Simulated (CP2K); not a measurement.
# HfO2 (P1) in CP2K: settings compared

Aim: see how the results for HfO2 move with the level of theory and the settings. Levels: PBE, PBE+D3, PBE+D3(BJ). Tasks: single point.

Program: CP2K 2026.2. These are calculated values, not measurements. Logs are shortened: lines on timing, memory, paths and dates and some standing lists are left out, and cuts for length are marked.

### Step 1. The structure

The typed cell holds 6 atoms: a = 3.617 Å, b = 3.617 Å, c = 5.115 Å, α = 90.00°, β = 90.00°, γ = 90.00°.

### Step 2. Single point, PBE

Contents of hfo2_scf.inp:

```
&GLOBAL
  PROJECT hfo2_scf
  RUN_TYPE ENERGY_FORCE
  PRINT_LEVEL LOW
&END GLOBAL
&FORCE_EVAL
  METHOD QS
  STRESS_TENSOR ANALYTICAL
  &DFT
    BASIS_SET_FILE_NAME BASIS_MOLOPT_UZH
    POTENTIAL_FILE_NAME POTENTIAL_UZH
    &MGRID
      CUTOFF 600
      REL_CUTOFF 60
      NGRIDS 4
    &END MGRID
    &QS
      METHOD GPW
      EPS_DEFAULT 1.0E-10
    &END QS
    &KPOINTS
      SCHEME MONKHORST-PACK 7 7 5
      GAMMA_CENTERED T
      SYMMETRY T
      SYMMETRY_BACKEND SPGLIB
    &END KPOINTS
    &SCF
      SCF_GUESS ATOMIC
      EPS_SCF 1.0E-6
      MAX_SCF 100
      ADDED_MOS 24
      CHOLESKY OFF
      EPS_EIGVAL 1.0E-7
      &DIAGONALIZATION ON
        ALGORITHM STANDARD
      &END DIAGONALIZATION
      &MIXING ON
        METHOD BROYDEN_MIXING
        ALPHA 0.4
        BETA 1.5
        NBUFFER 8
      &END MIXING
      &SMEAR ON
        METHOD FERMI_DIRAC
        ELECTRONIC_TEMPERATURE [K] 580.226
      &END SMEAR
    &END SCF
    &XC
      &XC_FUNCTIONAL
        &GGA_X_PBE
        &END GGA_X_PBE
        &GGA_C_PBE
        &END GGA_C_PBE
      &END XC_FUNCTIONAL
    &END XC
    &PRINT
      &KPOINTS ON
      &END KPOINTS
      &MULLIKEN ON
      &END MULLIKEN
      &MO ON
        ENERGIES T
        OCCUPATION_NUMBERS T
        &EACH
          QS_SCF 0
        &END EACH
        ADD_LAST NUMERIC
      &END MO
    &END PRINT
  &END DFT
  &SUBSYS
    &CELL
      ABC 3.6168511858 3.6168511858 5.1150000000
      ALPHA_BETA_GAMMA 90.0000000000 90.0000000000 90.0000000000
      PERIODIC XYZ
    &END CELL
    &COORD
      SCALED
      Hf  0.5527929100 0.4937755200 0.4978650600
      Hf  0.9472070900 0.0062244800 0.0021349400
      O   0.0711912400 0.4751279800 0.7431827200
      O   0.4288087600 0.0248720200 0.2568172800
      O   0.0495065700 0.5086522300 0.2594816500
      O   0.4504934300 0.9913477700 0.7405183500
    &END COORD
    &KIND Hf
      BASIS_SET DZVP-MOLOPT-PBE-GTH-q12
      POTENTIAL GTH-PBE-q12
    &END KIND
    &KIND O
      BASIS_SET DZVP-MOLOPT-PBE-GTH-q6
      POTENTIAL GTH-PBE-q6
    &END KIND
    &PRINT
      &ATOMIC_COORDINATES ON
      &END ATOMIC_COORDINATES
      &CELL ON
      &END CELL
      &SYMMETRY ON
      &END SYMMETRY
    &END PRINT
  &END SUBSYS
  &PRINT
    &FORCES ON
    &END FORCES
    &STRESS_TENSOR ON
    &END STRESS_TENSOR
  &END PRINT
&END FORCE_EVAL
```

Potentials or basis: POTENTIAL_UZH Hf GTH-PBE-q12, O GTH-PBE-q6; DZVP-MOLOPT-PBE-GTH basis.

Launch:

```bash
$ OMP_NUM_THREADS=1 cp2k.psmp -i hfo2_scf.inp -o hfo2_scf.out
```

hfo2_scf.out:

```text

 CP2K| version string:                                       CP2K version 2026.2
 CP2K| Input file name                                              hfo2_scf.inp

 GLOBAL| Force Environment number                                              1
 GLOBAL| Basis set file name                                    BASIS_MOLOPT_UZH
 GLOBAL| Potential file name                                       POTENTIAL_UZH
 GLOBAL| MM Potential file name                                     MM_POTENTIAL
 GLOBAL| Coordinate file name                                      __STD_INPUT__
 GLOBAL| Method name                                                        CP2K
 GLOBAL| Project name                                                   hfo2_scf
 GLOBAL| Run type                                                   ENERGY_FORCE
 GLOBAL| FFT library                                                       FFTW3
 GLOBAL| Diagonalization library                                       ScaLAPACK
 GLOBAL| Cholesky decomposition library                                ScaLAPACK
 GLOBAL| DGEMM library                                                      BLAS
 GLOBAL| Direct generalized diagonalization requested                          F
 GLOBAL| Matrix multiplication library                                 ScaLAPACK
 GLOBAL| Global print level                                                  LOW
 GLOBAL| Total number of message passing processes                             1
 GLOBAL| Number of threads for this process                                    1
 GLOBAL| CPU model name                                                  UNKNOWN

 CELL| Volume [angstrom^3]:                                            66.912448
 CELL| Vector a [angstrom]:       3.617     0.000     0.000   |a| =     3.616851
 CELL| Vector b [angstrom]:       0.000     3.617     0.000   |b| =     3.616851
 CELL| Vector c [angstrom]:       0.000     0.000     5.115   |c| =     5.115000
 CELL| Angle (b,c), alpha [degree]:                                    90.000000
 CELL| Angle (a,c), beta  [degree]:                                    90.000000
 CELL| Angle (a,b), gamma [degree]:                                    90.000000
 CELL| Numerically orthorhombic:                                             YES
 CELL| Periodicity                                                           XYZ

 CELL_REF| Volume [angstrom^3]:                                        66.912448
 CELL_REF| Vector a [angstrom     3.617     0.000     0.000   |a| =     3.616851
 CELL_REF| Vector b [angstrom     0.000     3.617     0.000   |b| =     3.616851
 CELL_REF| Vector c [angstrom     0.000     0.000     5.115   |c| =     5.115000
 CELL_REF| Angle (b,c), alpha [degree]:                                90.000000
 CELL_REF| Angle (a,c), beta  [degree]:                                90.000000
 CELL_REF| Angle (a,b), gamma [degree]:                                90.000000
 CELL_REF| Numerically orthorhombic:                                         YES
 CELL_REF| Periodicity                                                       XYZ

[... 8 lines left out ...]
 TOTAL NUMBERS AND MAXIMUM NUMBERS

  Total number of            - Atomic kinds:                                   2
                             - Atoms:                                          6
                             - Shell sets:                                     6
                             - Shells:                                        36
[... 133 lines left out ...]
    17 Broy./Diag. 0.40E+00    4.2     0.00000027      -163.1271598653  9.20E-06

  *** SCF run converged in    17 steps ***

  Electronic density on regular grids:        -47.9999999996        0.0000000004
  Core density on regular grids:               47.9999999965       -0.0000000035
  Total charge density on r-space grids:       -0.0000000031
  Total charge density g-space grids:          -0.0000000031

  Overlap energy of the core charge distribution:               0.00000000285285
  Self energy of the core charge distribution:               -310.97355190063121
  Core Hamiltonian energy:                                     78.04050702628388
  Hartree energy:                                              96.18008001505756
  Exchange-correlation energy:                                -26.37419500885888
  Electronic entropic energy:                                  -0.00000000000006
  Fermi energy:                                                 0.37597780195468

  Total energy:                                              -163.12715986529585
  Total energy (extrapolated to T->0):                       -163.12715986529582

 MO| EIGENVALUES AND OCCUPATION NUMBERS FOR K POINT 1
 MO|
 MO|  Index      Eigenvalue [a.u.]        Eigenvalue [eV]             Occupation
 MO|      1              -1.914958             -52.108664               2.000000
 MO|      2              -1.900121             -51.704934               2.000000
 MO|      3              -0.796241             -21.666821               2.000000
 MO|      4              -0.794971             -21.632265               2.000000
 MO|      5              -0.791793             -21.545789               2.000000
 MO|      6              -0.782974             -21.305818               2.000000
[... 747 lines left out ...]
 MO|     47               1.196261              32.551926               0.000000
 MO|     48               1.239962              33.741069               0.000000
 MO| Sum:                                                              48.000000
 MO| E(Fermi):            0.375978 a.u.         10.230876 eV
 MO| Band gap:            0.147912 a.u.          4.024893 eV

 [... the levels of further k-points ...]

 !-----------------------------------------------------------------------------!
                     Mulliken Population Analysis

 #  Atom  Element  Kind  Atomic population                           Net charge
       1     Hf       1         10.462948                              1.537052
       2     Hf       1         10.444146                              1.555854
       3     O        2          6.771193                             -0.771193
       4     O        2          6.769573                             -0.769573
       5     O        2          6.776357                             -0.776357
       6     O        2          6.775784                             -0.775784
 # Total charge                             48.000000                 -0.000000

 !-----------------------------------------------------------------------------!

 ENERGY| Total FORCE_EVAL ( QS ) energy [hartree]           -163.127163319227577

 FORCES| Atomic forces [hartree/bohr]
 FORCES|   Atom     x               y               z               |f|
 FORCES|      1 -2.05608657E-02  1.62478650E-03  8.75642534E-03   2.24067873E-02
 FORCES|      2  2.67963055E-02  1.48768410E-03 -8.17975109E-03   2.80564346E-02
 FORCES|      3 -7.93858408E-02  1.16244072E-02  2.62760867E-02   8.44255370E-02
 FORCES|      4  7.50375686E-02 -1.57106404E-02 -1.79173735E-02   7.87305099E-02
 FORCES|      5 -7.28652221E-02  1.09243859E-02 -2.39865350E-02   7.74857191E-02
 FORCES|      6  7.11172047E-02 -9.94592472E-03  1.51540871E-02   7.33909026E-02
 FORCES| Sum     1.39150152E-04  4.69862008E-06  1.02939576E-04
 FORCES| Total atomic force                                       1.73151373E-04

 STRESS| Analytical stress tensor [bar]
 STRESS|                        x                   y                   z
 STRESS|      x       -1.33502626785E+05  -3.19887092872E+04  -3.57595811154E+03
 STRESS|      y       -3.19887092872E+04   2.99828419375E+04   2.83018960129E+03
 STRESS|      z       -3.57595811154E+03   2.83018960129E+03  -4.74007083629E+04
 STRESS| 1/3 Trace                                            -5.03068310703E+04
 STRESS| Determinant                                           2.39572513426E+14

 STRESS| Eigenvectors and eigenvalues of the analytical stress tensor [bar]
 STRESS|                        1                   2                   3
 STRESS| Eigenvalues  -1.39635831564E+05  -4.74458116277E+04   3.61611499807E+04
 STRESS|      x           0.982259256970     -0.024210008837     -0.185958671669
 STRESS|      y           0.184705290009     -0.046504026003      0.981693094306
 STRESS|      z           0.032414625392      0.998624679766      0.041207293325
```

It took 83 s on 1 thread of Arm Neoverse V1, shared host; peak memory 0.49 GiB.

What came out:

- Free energy: -4438.9159 eV
- Pressure: -5.0 GPa
- Largest force: 4.341 eV/Å
- Band gap on the k mesh: 2.44 eV, indirect (least direct gap 2.84 eV)
- Mulliken charges: Hf +1.54, +1.56; O -0.77, -0.78 e

Forces in eV/Å, atoms in the order of the input:
```
Hf  -1.057  0.084  0.450
Hf   1.378  0.076 -0.421
O   -4.082  0.598  1.351
O    3.859 -0.808 -0.921
O   -3.747  0.562 -1.233
O    3.657 -0.511  0.779
```

Stress tensor (GPa, compression positive):
```
-13.35  -3.20  -0.36
 -3.20   3.00   0.28
 -0.36   0.28  -4.74
```

Levels at points of the mesh, in eV from the valence-band top:
```tsv
k point	band 21	band 22	band 23	band 24	band 25	band 26	band 27	band 28
(0.00, 0.00, 0.00)	-1.16	-0.94	-0.68	-0.19	3.13	3.55	3.79	4.83
```

Caveat: Mulliken charges move with the basis; spin-orbit coupling is left out, which moves the levels of the heavy elements; an odd mesh through Γ misses points on the zone boundary, where band edges often lie; the basis of atomic orbitals isn't converged, which shifts pressures, moduli and gaps; forces of over 1 eV/Å show positions far from the minimum, so gaps and moduli don't describe the material at rest. Expect the measured gap to be larger: semilocal functionals such as PBE lack the derivative discontinuity.

### Step 3. Single point, PBE+D3

Edit hfo2_scf.inp of step 2 so:

```diff
@@ -54,2 +54,11 @@
       &END XC_FUNCTIONAL
+      &VDW_POTENTIAL
+        POTENTIAL_TYPE PAIR_POTENTIAL
+        &PAIR_POTENTIAL
+          TYPE DFTD3
+          REFERENCE_FUNCTIONAL PBE
+          PARAMETER_FILE_NAME dftd3.dat
+          R_CUTOFF 20
+        &END PAIR_POTENTIAL
+      &END VDW_POTENTIAL
     &END XC
```

Potentials or basis: POTENTIAL_UZH Hf GTH-PBE-q12, O GTH-PBE-q6; DZVP-MOLOPT-PBE-GTH basis.

Launch:

```bash
$ OMP_NUM_THREADS=1 cp2k.psmp -i hfo2_scf.inp -o hfo2_scf.out
```

Run time: 83 s. Hardware: 1 thread of Arm Neoverse V1, shared host; peak memory 0.51 GiB.

It converged, with:

```yaml
Free_energy: -4439.9879 eV
Pressure: -8.2 GPa
Largest_force: 4.348 eV/Å
Band_gap_on_the_k_mesh: 2.44 eV, indirect (least direct gap 2.84 eV)
Mulliken_charges: Hf +1.54, +1.56; O -0.77, -0.78 e
```

Forces in eV/Å, atoms in the order of the input:
```
Hf  -1.028  0.080  0.449
Hf   1.347  0.080 -0.418
O   -4.090  0.596  1.350
O    3.867 -0.807 -0.924
O   -3.755  0.563 -1.233
O    3.666 -0.513  0.781
```

Stress tensor (GPa, compression positive):
```
-16.49  -3.20  -0.36
 -3.20  -0.23   0.28
 -0.36   0.28  -7.89
```

Levels at points of the mesh, in eV from the valence-band top:
```tsv
k point	band 21	band 22	band 23	band 24	band 25	band 26	band 27	band 28
(0.00, 0.00, 0.00)	-1.16	-0.94	-0.68	-0.19	3.13	3.55	3.79	4.83
```

Caveat: Mulliken charges move with the basis; spin-orbit coupling is left out, which moves the levels of the heavy elements; an odd mesh through Γ misses points on the zone boundary, where band edges often lie; the basis of atomic orbitals isn't converged, which shifts pressures, moduli and gaps; forces of over 1 eV/Å show positions far from the minimum, so gaps and moduli don't describe the material at rest.

### Step 4. Single point, PBE+D3(BJ)

Edit hfo2_scf.inp of step 3 so:

```diff
@@ -57,3 +57,3 @@
         &PAIR_POTENTIAL
-          TYPE DFTD3
+          TYPE DFTD3(BJ)
           REFERENCE_FUNCTIONAL PBE
```

Potentials or basis: POTENTIAL_UZH Hf GTH-PBE-q12, O GTH-PBE-q6; DZVP-MOLOPT-PBE-GTH basis.

Launch:

```bash
$ OMP_NUM_THREADS=1 cp2k.psmp -i hfo2_scf.inp -o hfo2_scf.out
```

hfo2_scf.out:

```text

 CP2K| version string:                                       CP2K version 2026.2
 CP2K| Input file name                                              hfo2_scf.inp

 GLOBAL| Force Environment number                                              1
 GLOBAL| Basis set file name                                    BASIS_MOLOPT_UZH
 GLOBAL| Potential file name                                       POTENTIAL_UZH
 GLOBAL| MM Potential file name                                     MM_POTENTIAL
 GLOBAL| Coordinate file name                                      __STD_INPUT__
 GLOBAL| Method name                                                        CP2K
 GLOBAL| Project name                                                   hfo2_scf
 GLOBAL| Run type                                                   ENERGY_FORCE
 GLOBAL| FFT library                                                       FFTW3
 GLOBAL| Diagonalization library                                       ScaLAPACK
 GLOBAL| Cholesky decomposition library                                ScaLAPACK
 GLOBAL| DGEMM library                                                      BLAS
 GLOBAL| Direct generalized diagonalization requested                          F
[... 972 lines left out ...]
 ENERGY| Total FORCE_EVAL ( QS ) energy [hartree]           -163.178552078111778

 FORCES| Atomic forces [hartree/bohr]
 FORCES|   Atom     x               y               z               |f|
 FORCES|      1 -2.04325135E-02  1.61830625E-03  8.75897493E-03   2.22895977E-02
 FORCES|      2  2.66617353E-02  1.49388295E-03 -8.17787459E-03   2.79277183E-02
 FORCES|      3 -7.93953567E-02  1.16243635E-02  2.62640468E-02   8.44307328E-02
 FORCES|      4  7.50508648E-02 -1.57096566E-02 -1.79226748E-02   7.87441927E-02
 FORCES|      5 -7.28834529E-02  1.09373828E-02 -2.39733692E-02   7.75006224E-02
 FORCES|      6  7.11378731E-02 -9.95958032E-03  1.51538365E-02   7.34127304E-02
 FORCES| Sum     1.39150152E-04  4.69862008E-06  1.02939576E-04
 FORCES| Total atomic force                                       1.73151373E-04

 STRESS| Analytical stress tensor [bar]
 STRESS|                        x                   y                   z
 STRESS|      x       -1.68282212664E+05  -3.20231783897E+04  -3.57473536240E+03
 STRESS|      y       -3.20231783897E+04  -5.16191125526E+03   2.83247214064E+03
 STRESS|      z       -3.57473536240E+03   2.83247214064E+03  -8.26138142677E+04
 STRESS| 1/3 Trace                                            -8.53526460622E+04
 STRESS| Determinant                                           1.50205676558E+13

 STRESS| Eigenvectors and eigenvalues of the analytical stress tensor [bar]
 STRESS|                        1                   2                   3
 STRESS| Eigenvalues  -1.74440789319E+05  -8.26588637570E+04   1.04171488921E+03
 STRESS|      x           0.982152499045     -0.024287777583     -0.186511588057
 STRESS|      y           0.185253666405     -0.046535235713      0.981588279739
 STRESS|      z           0.032519958530      0.998621337493      0.041205298203
```

Wall time 83 s (1 thread of Arm Neoverse V1, shared host); peak memory 0.51 GiB.

Results:

| Item | Value |
| --- | --- |
| Free energy | -4440.3142 eV |
| Pressure | -8.5 GPa |
| Largest force | 4.342 eV/Å |
| Band gap on the k mesh | 2.44 eV, indirect (least direct gap 2.84 eV) |
| Mulliken charges | Hf +1.54, +1.56; O -0.77, -0.78 e |

Forces on the atoms (eV/Å):
```
Hf  -1.051  0.083  0.450
Hf   1.371  0.077 -0.421
O   -4.083  0.598  1.351
O    3.859 -0.808 -0.922
O   -3.748  0.562 -1.233
O    3.658 -0.512  0.779
```

Stress tensor (GPa, compression positive):
```
-16.83  -3.20  -0.36
 -3.20  -0.52   0.28
 -0.36   0.28  -8.26
```

Levels at points of the mesh, in eV from the valence-band top:
```csv
k point,band 21,band 22,band 23,band 24,band 25,band 26,band 27,band 28
"(0.00, 0.00, 0.00)",-1.16,-0.94,-0.68,-0.19,3.13,3.55,3.79,4.83
```

Caveat: Mulliken charges move with the basis; spin-orbit coupling is left out, which moves the levels of the heavy elements; an odd mesh through Γ misses points on the zone boundary, where band edges often lie; the basis of atomic orbitals isn't converged, which shifts pressures, moduli and gaps; forces of over 1 eV/Å show positions far from the minimum, so gaps and moduli don't describe the material at rest.

### Step 5. The runs side by side

```csv
level,cutoff radius of the dispersion sum (A),gap on the mesh (eV),pressure (GPa),largest force (eV/Å)
PBE,-,2.44,-5.0,4.34
PBE+D3,20,2.44,-8.2,4.35
PBE+D3(BJ),20,2.44,-8.5,4.34
```

Alike in all rows: task single point; potentials or basis POTENTIAL_UZH Hf GTH-PBE-q12, O GTH-PBE-q6; DZVP-MOLOPT-PBE-GTH basis; no spin polarisation; cell as given; k mesh 7 × 7 × 5; smearing fermi-dirac 0.05 eV.

Caveats: spin-orbit coupling is left out, which moves the levels of the heavy elements; an odd mesh through Γ misses points on the zone boundary, where band edges often lie; the basis of atomic orbitals isn't converged, which shifts pressures, moduli and gaps; forces of over 1 eV/Å show positions far from the minimum, so gaps and moduli don't describe the material at rest.

Absolute energies hang on the potentials; compare differences alone.
